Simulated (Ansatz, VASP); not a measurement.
# Cross-check of Si55C53 (Si_C2) between VASP and Ansatz

One calculation is typed for both programs; each brings its own data sets. How far apart do they land? The cell is taken from a series of runs on this material, whose earlier steps may have relaxed, scaled, displaced or heated it; both programs get it as it stands.

Method: plane waves, with VASP 6.6.1 beside it; single point at r2SCAN, in Ansatz 0.2.0.

## Step 1: The structure

The cell holds 108 atoms: 55 Si and 53 C. Its edges and angles: a = 9.236 Å, b = 9.236 Å, c = 15.108 Å, α = 90.0°, β = 90.0°, γ = 120.0°. It derives from SiC (SiC (P6_3mc)). Nearest the centre at fractional (0.667, 0.667, 0.374): Si55 at 0.06 Å, Si50 at 2.16 Å, Si26 at 2.17 Å, Si53 at 2.21 Å, Si32 at 2.24 Å, C99 at 3.09 Å, C69 at 3.09 Å, C93 at 3.09 Å. The cell carries charge +2.

## Step 2: VASP: single point, r2SCAN

A single point gives forces, pressure and levels at one fixed geometry, so differences don't come from the geometry; what else differs is listed under the comparison.

Lines of VASP's logs that name or quote its potential files are left out, and so is its time.

INCAR

```
SYSTEM = Si55C53
PREC = Accurate
ENCUT = 580
EDIFF = 1E-06
NELM = 120
ISMEAR = -1
SIGMA = 0.01
LREAL = Auto
ALGO = Normal
METAGGA = R2SCAN
LASPH = .TRUE.
NELECT = 430
NBANDS = 296
LORBIT = 11
LWAVE = .FALSE.
LCHARG = .FALSE.
ISIF = 2
ISYM = 0
GGA_COMPAT = .FALSE.
LMIXTAU = .TRUE.
KPAR = 4
```

POSCAR

```
Si55C53
1.0
    9.2359949282      0.0000000000      0.0000000000
   -4.6179974641      7.9986062370      0.0000000000
    0.0000000000      0.0000000000     15.1078644027
Si C
55 53
Direct
    0.1117066984      0.2216599563      0.8332012856
    0.2214692913      0.1115990945      0.3320893862
[... 2 atom lines left out ...]
    0.0003297384      0.0007788108      0.5013324600
[... 2 atom lines left out ...]
    0.2190212925      0.4423375512      0.3322844290
[... 5 atom lines left out ...]
    0.2209658851      0.7806622608      0.3316711597
[... 1 atom line left out ...]
    0.1145938651      0.8904758335      0.1618979063
    0.9993316403      0.6676989371      0.5019778791
[... 2 atom lines left out ...]
    0.5521719283      0.1118014189      0.3315913001
[... 1 atom line left out ...]
    0.4425345036      0.2183507160      0.1619083793
[... 3 atom lines left out ...]
    0.5339323970      0.4127900628      0.3239780374
    0.5538484357      0.4415533125      0.6711418021
    0.4414912051      0.5520681548      0.1642248878
    0.3320948661      0.3326774906      0.5014016199
[... 2 atom lines left out ...]
    0.5350626767      0.7975797811      0.3236895879
    0.5538069303      0.7794902410      0.6715041334
    0.4424463475      0.8904916101      0.1626233933
    0.3323432600      0.6673583763      0.5026304095
[... 2 atom lines left out ...]
    0.8909678640      0.1140279779      0.3323063702
[... 2 atom lines left out ...]
    0.6658630704      0.0005173476      0.5026673191
[... 2 atom lines left out ...]
    0.8883169076      0.4451561975      0.3323297299
[... 1 atom line left out ...]
    0.7785778980      0.5547368950      0.1647566929
    0.6655136843      0.3336372241      0.5020740227
[... 2 atom lines left out ...]
    0.9197306484      0.7986980758      0.3239928529
    0.8916438497      0.7795377061      0.6709602108
    0.7810209252      0.8913815797      0.1642831095
    0.6649921746      0.6674615136      0.5209571969
[... 1 atom line left out ...]
    0.6689047121      0.6645308027      0.3773681735
[... 1 atom line left out ...]
    0.0046483771      0.0066347636      0.3751840351
[... 5 atom lines left out ...]
    0.9984566918      0.3346471173      0.3747743438
[... 1 atom line left out ...]
    0.2216632823      0.4438845540      0.2081977028
    0.2216611187      0.4445275098      0.5416586390
[... 2 atom lines left out ...]
    0.0015263076      0.6671114651      0.3754395196
[... 11 atom lines left out ...]
    0.3265347854      0.3285997015      0.3752263505
[... 1 atom line left out ...]
    0.5523187419      0.4387302151      0.2028762654
    0.5515352570      0.4390512714      0.5467441797
[... 2 atom lines left out ...]
    0.3305898200      0.6654384028      0.3757173224
[... 1 atom line left out ...]
    0.5554807367      0.7775102039      0.2048387092
    0.5517902328      0.7811063716      0.5474165696
[... 2 atom lines left out ...]
    0.6678482746      0.0023422769      0.3758849432
[... 1 atom line left out ...]
    0.8891176251      0.1113004134      0.2082106476
    0.8886783006      0.1114582850      0.5416954001
[... 2 atom lines left out ...]
    0.6662188540      0.3321365896      0.3755244963
[... 1 atom line left out ...]
    0.8884446129      0.4445857206      0.2081952139
    0.8881117154      0.4450260482      0.5417966653
[... 3 atom lines left out ...]
    0.8946165685      0.7807423445      0.2027325258
    0.8936668179      0.7814268572      0.5466019069
    0.7786390987      0.8887290161      0.0409399506
```

KPOINTS

```
Points of the shifted mesh
8
Reciprocal
 0.2500000000  0.2500000000  0.2500000000 1
 0.2500000000  0.2500000000  0.7500000000 1
 0.2500000000  0.7500000000  0.2500000000 1
 0.2500000000  0.7500000000  0.7500000000 1
 0.7500000000  0.2500000000  0.2500000000 1
 0.7500000000  0.2500000000  0.7500000000 1
 0.7500000000  0.7500000000  0.2500000000 1
 0.7500000000  0.7500000000  0.7500000000 1
```

The projector-augmented-wave data sets are Si and C (PBE family, release 64).

Run with:

```sh
$ mpirun -np 8 vasp_std
```

Numbers of over 12 decimals in the logs are rounded to 6 here.

What it wrote:

```text
[banner, memory and clock lines left out]
running    8 mpi-ranks, on    1 nodes
[...]
|                                                                             |
|           W    W    AA    RRRRR   N    N  II  N    N   GGGG   !!!           |
|           W    W   A  A   R    R  NN   N  II  NN   N  G    G  !!!           |
|           W    W  A    A  R    R  N N  N  II  N N  N  G       !!!           |
|           W WW W  AAAAAA  RRRRR   N  N N  II  N  N N  G  GGG   !            |
|           WW  WW  A    A  R   R   N   NN  II  N   NN  G    G                |
|           W    W  A    A  R    R  N    N  II  N    N   GGGG   !!!           |
|                                                                             |
|     For optimal performance we recommend to set                             |
|       NCORE = 2 up to number-of-cores-per-socket                            |
|     NCORE specifies how many cores store one orbital (NPAR=cpu/NCORE).      |
|     This setting can greatly improve the performance of VASP for DFT.       |
[...]
DAV:   5    -0.121309425476E+04   -0.98571E-01   -0.98408E-01  5744   0.159E+00BRMIX: very serious problems
 the old and the new charge density differ
 old charge density:   432.00000 new  430.00000
BRMIX: very serious problems
 the old and the new charge density differ
 old charge density:   432.00000 new  430.00000
BRMIX: very serious problems
 the old and the new charge density differ
 old charge density:   432.00000 new  430.00000
BRMIX: very serious problems
 the old and the new charge density differ
 old charge density:   432.00000 new  430.00000
    0.677E+01
DAV:   6    -0.111254278663E+04    0.10055E+03   -0.29501E+02  5416   0.233E+01    0.383E+01
DAV:   7    -0.105541450825E+04    0.57128E+02   -0.21429E+01  5632   0.832E+00    0.156E+01
DAV:   8    -0.110603048341E+04   -0.50616E+02   -0.14866E+01  4984   0.757E+00    0.103E+01
DAV:   9    -0.107562388093E+04    0.30407E+02   -0.45026E+00  5072   0.446E+00    0.460E+00
[...]
DAV:  22    -0.105463866011E+04   -0.37509E-04   -0.17388E-05  5256   0.874E-03    0.201E-02
DAV:  23    -0.105463866485E+04   -0.47386E-05   -0.37450E-06  4304   0.370E-03    0.131E-02
DAV:  24    -0.105463866391E+04    0.94493E-06   -0.16474E-06  2816   0.272E-03
   1 F= -.10546387E+04 E0= -.10546335E+04  d E =-.104011E-01
```

From OUTCAR (step 2):

```text
  FREE ENERGIE OF THE ION-ELECTRON SYSTEM (eV)
  ---------------------------------------------------
  free  energy   TOTEN  =     -1054.6386639086 eV

  energy  without entropy=    -1054.6282627734  energy(sigma->0) =    -1054.63346334
```

The run ends at a pressure of -0.66 GPa, with forces up to 1.0 eV/Å.

## Step 3: Ansatz: single point, r2SCAN

Ansatz runs on its PAW soft_1 files.

The same cell, functional, mesh and smearing now go to Ansatz.

input.yaml

```yaml
crystal:
  checkpoint: "../qp2.relax.run"
  host: checkpoint
total_charge: 2
basis:
  ecutwfc: 500
  xc_grid: 2
hamiltonian:
  xc: r2scan
  pseudopotentials: { kind: paw, azcp: { folder: soft_1 } }
kpoints:
  mp_grid: { grid: [2, 2, 2], shift: [0.5, 0.5, 0.5] }
scf:
  occupations: { method: fermi_dirac, width: 0.01 }
  max_iter: 100
output:
  forces: true
  eigenvalues: true
  charged_corrections:
    epsilon: [7.09, 7.09, 7.35]
    static_epsilon: [10.43, 10.43, 10.95]
    defect_position: [0.666667, 0.666667, 0.374367]
  eigenstates: { localisation: true }
  populations: true
checkpoint:
  read: "../qp2.relax.run"
  write: "../qp2.point.run"
  compress: false
  write_wavefunctions: false
  write_every: 100000
```

Run with:

```sh
$ ansatz run input.yaml --threads 8 --pin off --max-ram 15073MiB --backend cpu --events-out ev --progress --plain --runs-dir out
```

What it wrote:

```text
crystal.checkpoint: the structure is that of <dir>, a `relax` run, at its step 12: its result, under r2scan at a charge of 2 e; 108 atoms read, 0 with a starting moment; crystal.structure_sha256 for this input is
Engine: ansatz 0.2.0, aarch64-unknown-linux-gnu
Pseudopotentials: kind: paw
Pseudopotential: Si, paw, valence charge 4, recommended cutoff 500 eV (meta_gga), soft_1/Si.paw.azcp
Pseudopotential: C, paw, valence charge 4, recommended cutoff 500 eV (meta_gga), soft_1/C.paw.azcp
Functional definition: r2SCAN
  parameter k0 = 0.174
  parameter k1 = 0.065
  parameter a1 = 4.9479
  exchange = r2scan_x(k0 = k0, k1 = k1, a1 = a1)
  correlation = r2scan_c
Crystal: 108 atoms, lattice volume = 1116.095 Å³
Basis set: ecut = 500 eV, 28399 PW (Γ), exchange–correlation on 144×144×240 points (8 copies of the dense FFT grid, shifted against one another)
Bands: 323, of which v1, the nominal top of the filled ones, is band 215 counted from 1 (214 counted from 0)
Symmetry: 1 space group operations
Space group: P1 (ITA 1), of the structure as read, at distance tolerance 1.0e-4 Å
k-points: 4 of 8 (time reversal used)
Non-local potential: Si, projectors of the file, l = 0: 2, l = 1: 2, l = 2: 1
Non-local potential: C, projectors of the file, l = 0: 2, l = 1: 2, l = 2: 1
PAW form: soft (Blöchl's): semilocal exchange-correlation on the pseudo side does not see the compensation charge
PAW frozen core: Si, regenerated for the run's functional (the file was generated under x = pbe(κ = 0.804, μ = 0.219515), c = pbe(β = 0.066725))
PAW frozen core: C, regenerated for the run's functional (the file was generated under x = pbe(κ = 0.804, μ = 0.219515), c = pbe(β = 0.066725))
PAW one-centre angular grid: Si, 302 points (default); XC on 160 Gauss nodes
PAW one-centre angular grid: C, 302 points (default); XC on 219 of its mesh's 2255 points in the sphere
Initial density: read from a saved state, or passed on in memory by an earlier SCF of this step, an earlier step, the calling program or the single point that the run made first
Stability of the state it starts from, as read at its close in the unpolarized treatment: not read negative (Ritz values of 1 − χ₀K, real part plus size of imaginary part, from 1.0 to 1.5, by its mixing steps under no symmetry)
Initial wavefunctions: pseudopotential atomic-orbital guess — the wavefunctions supplied were not used: k-point sampling differs
Functional: x = r2scan, c = r2scan; τ floored in thin density (d = 2e-4 eV/Å³)
iter 1 solved again at ethr=1.39e-4 eV; its pass at ethr=3.10e-3 eV (dr2=5.97e-1 eV) is discarded
SCF iter   1: F=—  HF=-48534.135257 eV  |F-HF|=—  |Δ(HF+E_count)|=         —  Δρ=5.12e-3  dr2=5.95e-1  dr2_τ=1.08e-2  ethr=1.39e-4  ⟨swp⟩=6.2  Hψ=8785  notcnv=0
preconditioner: auto → Resta (q_TF=auto, 2.327 Å⁻¹)  ε∞=4.3  [insulator: Δε(μ)=0.039 eV  Ē_g=12.669 eV  σ=0.010 eV  W_gap=0.75  n_scr=244 (ndim 8)  ℏωp=23.0 eV  f_vac=0.000  D(μ)=19.50/eV (n_scr^D=110)  ε∞_Penn≈4.3]
SCF iter   2: F=—  HF=-48534.027761 eV  |F-HF|=—  |Δ(HF+E_count)|=   1.07e-1  Δρ=2.05e-3  dr2=5.33e-2  dr2_τ=5.19e-3  ethr=1.38e-4  ⟨swp⟩=5.0  Hψ=2483  notcnv=0  defer=1
SCF iter   3: F=—  HF=-48534.026629 eV  |F-HF|=—  |Δ(HF+E_count)|=   1.13e-3  Δρ=1.10e-3  dr2=2.57e-2  dr2_τ=4.21e-4  ethr=1.24e-5  ⟨swp⟩=5.8  Hψ=2692  notcnv=0  defer=104
SCF iter   4: F=—  HF=-48534.027049 eV  |F-HF|=—  |Δ(HF+E_count)|=   4.20e-4  Δρ=6.86e-4  dr2=1.35e-2  dr2_τ=3.18e-4  ethr=5.98e-6  ⟨swp⟩=4.2  Hψ=1848  notcnv=0  defer=184
SCF iter   5: F=—  HF=-48534.026426 eV  |F-HF|=—  |Δ(HF+E_count)|=   6.23e-4  Δρ=2.03e-4  dr2=4.04e-4  dr2_τ=3.02e-5  ethr=3.13e-6  ⟨swp⟩=1.5  Hψ=1145  notcnv=0  defer=189
SCF iter   6: F=—  HF=-48534.026557 eV  |F-HF|=—  |Δ(HF+E_count)|=   1.31e-4  Δρ=1.14e-4  dr2=3.25e-4  dr2_τ=8.09e-6  ethr=9.40e-8  ⟨swp⟩=2.0  Hψ=1752  notcnv=0  defer=194
SCF iter   7: F=—  HF=-48534.026563 eV  |F-HF|=—  |Δ(HF+E_count)|=   6.02e-6  Δρ=3.11e-5  dr2=1.38e-5  dr2_τ=1.07e-6  ethr=7.56e-8  ⟨swp⟩=1.5  Hψ=890  notcnv=0  defer=194
SCF iter   8: F=—  HF=-48534.026121 eV  |F-HF|=—  |Δ(HF+E_count)|=   4.42e-4  Δρ=2.46e-5  dr2=1.17e-5  dr2_τ=1.34e-7  ethr=3.20e-9  ⟨swp⟩=2.0  Hψ=1536  notcnv=0  defer=194
SCF iter   9: F=—  HF=-48534.026121 eV  |F-HF|=—  |Δ(HF+E_count)|=   1.30e-7  Δρ=8.53e-6  dr2=1.78e-6  dr2_τ=3.16e-8  ethr=2.71e-9  ⟨swp⟩=1.5  Hψ=888  notcnv=0  defer=194
SCF iter  10: F=-48534.026121 eV  HF=-48534.026121 eV  |F-HF|=3.08e-8  |Δ(HF+E_count)|=   8.90e-8  Δρ=1.88e-6  dr2=5.55e-8  dr2_τ=2.01e-9  ethr=2.33e-11  ⟨swp⟩=11.0  Hψ=8021  notcnv=0
SCF 1 converged in 10 iterations: F = -48534.026121 eV  dr2 = 5.55e-8
  greatest PAW one-centre occupation: 0.694 electrons in one spin orbital (limit 2), on the Si atom at site 103 (counted from 0), in its partial waves of l = 0
SCF converged after 10 iterations
Free energy (F): -48534.026121 eV
Harris-Foulkes:  -48534.026121 eV  (|F-HF|=3.08e-8)
[...]
k-point 2: bands = [... 211 lower, 9.0493, 9.3595, 9.4255, 9.6024, 9.6414, 12.0098, 12.2116, 12.5635, ... 104 higher]
  k-point 3: bands = [... 211 lower, 9.0376, 9.3488, 9.4198, 9.6251, 9.6440, 11.9577, 12.2606, 12.6234, ... 104 higher]
--- Löwdin populations: 108 sites ---
  site symbol       q [e]
     0     Si      2.9167
     1     Si      2.9208
     2     Si      2.9274
     3     Si      2.9366
     4     Si      2.9236
     5     Si      2.9298
     6      C      4.9768
     7      C      4.9437
     8      C      4.9603
     9      C      4.9624
    10      C      4.9575
    11      C      4.9639
    12     Si      2.9169
    13     Si      2.9111
    14     Si      2.9336
    15     Si      2.9326
    16     Si      2.9306
    17     Si      2.9329
    18      C      4.9743
    19      C      4.9694
    20      C      4.9598
    21      C      4.9643
    22      C      4.9594
    23      C      4.9636
[...]
100     Si      3.1554
   101     Si      2.9303
   102      C      4.9763
   103     Si      3.9694
   104      C      4.9643
   105      C      4.9508
   106      C      4.9436
   107      C      4.9651
  spilling = 0.010202 (of n_electrons = 430.000000)
```

Reading the cycles: dr2 is the Hartree energy of the density residual (eV), the measure of convergence; HF is the Harris–Foulkes estimate of the energy, which meets the free energy F at convergence.

## Step 4: Differences

Known differences besides the potentials themselves: VASP keeps PBE cores, Ansatz makes them for the functional; the cutoff is 500 eV in Ansatz and 580 eV in VASP (PREC = Accurate, projectors in real space). Total energies have different zeros and are not compared.

Forces on 8 of the 108 atoms, those with the largest forces and the largest differences (eV/Å; atoms numbered as in POSCAR):

```
atom         Ansatz x, y, z           VASP x, y, z
 Si2  0.479, -0.296, -0.226  0.479, -0.294, -0.224
Si20   0.384, -0.023, 0.234   0.380, -0.023, 0.234
Si26  0.686, -0.226, -0.170  0.689, -0.195, -0.158
Si32   0.758, -0.435, 0.453   0.779, -0.445, 0.463
Si50  0.597, -0.479, -0.160  0.573, -0.491, -0.149
Si53  -0.027, 0.056, -0.072  -0.028, 0.054, -0.104
Si55  -0.765, 0.417, -0.007  -0.761, 0.415, -0.006
 C89  -0.196, 0.124, -0.388  -0.198, 0.124, -0.384
```

The forces differ by 3.8 meV/Å r.m.s., which is 2.9 % of the r.m.s. force of 0.130 eV/Å (both taken over all components). The cell carries a charge of +2 e against a uniform background, so its pressure also hangs on how the neutralising background is counted, and in a defect's cell a gap may be the spacing between its levels.

## Step 5: Outcome

| Quantity | Value |
| --- | --- |
| r.m.s. force difference (single point, r2SCAN) | 3.8 meV/Å |

The r.m.s. force difference is 3.8 meV/Å (single point, r2SCAN), within the 12 meV/Å picked in this series as the mark of a large difference. How closely two codes agree says nothing of how well the functional describes the real material.

[Lines on the potential files, build, host, timing and source positions are cut from VASP's logs without a mark.]

[Logs are printed without paths, hosts, clocks, repeated set-up lines and the standing remarks that a program may print on its own settings, such as how far it seeks lower states.]

[Hosts, paths, dates, database ids (printed as entryN), source tags and the programs' standing remarks are cut or masked in the printed files.]
